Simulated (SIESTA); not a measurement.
Al2Au in SIESTA: the effect of basis

The system is Al2Au.

```
Au Al
1.0
     0.00000    3.00000    3.00000
     3.00000    0.00000    3.00000
     3.00000    3.00000    0.00000
Au Al
1 2
Direct
  0.00000 0.00000 0.00000
  0.75000 0.75000 0.75000
  0.25000 0.25000 0.25000
```

Alike in all runs:

```yaml
Program: SIESTA 5.4.2
Task: single point
Functional: PBE
Potentials_or_basis: PseudoDojo 0.4 standard (PBE files)
Grid_cutoff: 800 Ry
Energy_shift: 0.003 Ry
k_mesh: 8 × 8 × 8
Occupations: fermi-dirac, width 0.05 eV
Spin: no spin polarisation
```

```tsv
basis	pressure (GPa)
SZ	13.1
SZP	?
DZ	6.6
DZP	3.6
DZDP	4.7
TZP	3.6
TZDP	4.4
```

Question: What does the run with basis SZP give?

Answer: Pressure 7.4 GPa.

Caveats: short orbitals over semicore shells can move pressures by several GPa; the basis of atomic orbitals isn't converged, which shifts pressures, moduli and gaps; the basis has no polarisation orbitals (some runs).
